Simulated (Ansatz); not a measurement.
Crystal: Pt, simple cubic type, 1 atom in the cell.

Computed with Ansatz, PBE, plane waves, PAW datasets (generated soft set 1).

Cutoff 420 eV; k-mesh 41×41×41 Γ-centred; Fermi–Dirac smearing of 0.0612 eV; no spin polarisation; no spin–orbit coupling.

The fit to the energies gives V₀ = 18.076 Å³/atom (a₀ = 2.624 Å), B₀ = 185 GPa, B₀′ = 5.44.

**Question.** What pressure does the program print at V = 19.189 Å³/atom, and how far above the lowest computed point (V = 18.103 Å³/atom) does the energy lie?

**Answer.** -9.41 GPa and 34.82 meV/atom. All points:

| V (Å³/atom) | a (Å) | E − E(min) (meV/atom) | P (GPa) |
| --- | --- | --- | --- |
| 17.016 | 2.5721 | 40.92 | 13.20 |
| 17.378 | 2.5902 | 16.95 | 8.13 |
| 17.740 | 2.6081 | 3.74 | 3.66 |
| 18.103 | 2.6257 | 0.00 | -0.27 |
| 18.465 | 2.6431 | 4.59 | -3.72 |
| 18.827 | 2.6603 | 16.50 | -6.75 |
| 19.189 | 2.6772 | 34.82 | -9.41 |

The published all-electron PBE values for this crystal (mean of FLEUR and WIEN2k, k-spacing 0.06 Å⁻¹; Bosoni et al., Nat. Rev. Phys. 6, 45 (2024)) are V₀ = 18.086 Å³/atom, B₀ = 185.3 GPa, B₀′ = 5.45.

The stress includes the program's correction for the finite plane-wave basis.

This cubic structure is a model: it isn't the usual form of the substance at ambient conditions, and such phases are metastable or hypothetical.
